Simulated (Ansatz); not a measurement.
Relaxed bulk SiNi:

```
Si Ni
1.0
     5.15439    0.00000    0.00000
     0.00000    3.37576    0.00000
     0.00000    0.00000    5.61839
Si Ni
4 4
Cartesian
  4.2331 2.5318 3.2818
  0.9213 0.8439 2.3366
  1.6559 2.5318 5.1458
  3.4985 0.8439 0.4726
  2.6200 0.8439 3.8678
  2.5344 2.5318 1.7506
  0.0428 0.8439 4.5598
  5.1116 2.5318 1.0586
```

Miller indices refer to the conventional cell of Pnma (No. 62), a = 5.154 Å, b = 3.376 Å, c = 5.618 Å, α = 90.00°, β = 90.00°, γ = 90.00°.

Consider the (101) slab of 12 planes, 10.7 Å thick with 15 Å of vacuum as cut; outer planes Si (top) and Si (bottom), all atoms relaxed.

Method: DFT PBE, scalar-relativistic, plane waves, PAW in Ansatz. Cutoff 420 eV; k points 10×5×1 on the computed 24-atom cell (Γ-centred); Gaussian smearing, width 0.10 eV; no spin polarisation. The cell repeats along c with a dipole correction in the vacuum.

The work function read from the bulk's Fermi level differs by 0.20 eV, so the slab's middle doesn't match the bulk reference (too thin, or relaxed to another structure or magnetic state).

(1) Estimate the surface energy (mean of both faces).

(2) Estimate the work function.

(3) The top two planes lie 0.762 Å apart in the bulk. How does relaxation change this?

## Answers

(1) 1.80 J/m².

(2) 4.99 eV.

(3) The spacing becomes 0.732 Å (-4.0 %).